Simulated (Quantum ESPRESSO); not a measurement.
Pb:

```
CELL_PARAMETERS angstrom
-1.97966 1.97966 1.97966
1.97966 -1.97966 1.97966
1.97966 1.97966 -1.97966
ATOMIC_POSITIONS crystal
Pb 0.00000 0.00000 0.00000
```

This isn't the form of Pb at room conditions, which is fcc.

Base run:

* Program: Quantum ESPRESSO 7.5
* Functional: PBEsol
* Potentials or basis: PseudoDojo 0.4 FR PBEsol standard
* Cutoff: 762 eV
* Density cutoff: 3048 eV
* k mesh: 9 × 9 × 9
* Occupations: fermi-dirac, width 0.05 eV
* Spin: spin-orbit coupling, no magnetisation

Its results: band gap on the k mesh none (metal or under the smearing width); pressure -1.0 GPa.

Question: The run is repeated on the same cell with these changes: potentials or basis from PseudoDojo 0.4 FR PBEsol standard to PseudoDojo 0.4.1 SR PBEsol standard; spin from spin-orbit coupling, no magnetisation to no spin polarisation. What comes out?

Answer: Band gap on the k mesh none (metal or under the smearing width); pressure -1.9 GPa.

Caveats: spin-orbit coupling is left out, which moves the levels of the heavy elements (some runs).
